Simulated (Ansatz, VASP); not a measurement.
InP in VASP and in Ansatz

INCAR

```
SYSTEM = InP
  PREC = Accurate
  ENCUT = 520
  EDIFF = 1E-7
  ISMEAR = -1
  SIGMA = 0.05
  LREAL = .FALSE.
  LASPH = .TRUE.
  NELM = 100
  ALGO = Fast
  ISIF = 2
  LWAVE = .FALSE.
  LCHARG = .FALSE.
  GGA = RP
  NBANDS = 16
```

File KPOINTS:

```
Automatic mesh
0
G
  8 8 8
  0 0 0
```

POSCAR

```
InP
1.0
    0.0000000000      2.9305000000      2.9305000000
    2.9305000000      0.0000000000      2.9305000000
    2.9305000000      2.9305000000      0.0000000000
In P
1 1
Direct
    0.0000000000      0.0000000000      0.0000000000
    0.7500000000      0.7500000000      0.7500000000
```

Contents of input.yaml:

```yaml
crystal:
  lattice:
    - [0.0, 2.9305, 2.9305]
    - [2.9305, 0.0, 2.9305]
    - [2.9305, 2.9305, 0.0]
  atoms:
    - { symbol: In, position: [0.0, 0.0, 0.0] }
    - { symbol: P, position: [0.75, 0.75, 0.75] }
hamiltonian:
  xc: rpbe
  pseudopotentials: { kind: paw }
kpoints:
  mp_grid: { grid: [8, 8, 8] }
  band_path:
    path:
      - [[0.0, 0.0, 0.0], [0.5, 0.0, 0.5], [0.5, 0.25, 0.75], [0.375, 0.375, 0.75], [0.0, 0.0, 0.0], [0.5, 0.5, 0.5], [0.625, 0.25, 0.625], [0.5, 0.25, 0.75], [0.5, 0.5, 0.5], [0.375, 0.375, 0.75]]
      - [[0.625, 0.25, 0.625], [0.5, 0.0, 0.5]]
    npoints: 14
scf:
  occupations: { method: fermi_dirac, width: 0.05 }
  n_extra_bands: 6
output:
  forces: true
  stress: true
  eigenvalues: true
  fatbands: false
```

Alike in both runs: functional RPBE; k mesh 8 × 8 × 8; occupations fermi-dirac, width 0.05 eV; no spin polarisation.

|  | VASP | Ansatz |
| --- | --- | --- |
| version | VASP 6.6.1 | Ansatz 0.2.0 |
| potentials or method | VASP PAW PBE potentials, release 64 (In_d, P) | Ansatz PAW |
| plane-wave cutoff (eV) | 520 | 420 |
| valence electrons in the cell | 18 | 18 |
| task | single point | band structure |

```csv
,VASP,Ansatz,Ansatz less VASP
gap on the k mesh at the Fermi level (eV),0.84,0.85,+0.006
least direct gap on the mesh (eV),0.84,0.85,+0.006
pressure (GPa),5.1,5.2,+0.09
```

With one functional, cell and mesh, what is left measures potentials, basis and numerics.

Caveats: spin-orbit coupling is left out, which moves the levels of the heavy elements; the PAW data sets were made with another functional, which shifts forces and pressure a little (VASP); the PAW data sets come from PBE, with cores solved anew for the run's functional, which leaves a small shift of forces and pressure (Ansatz).
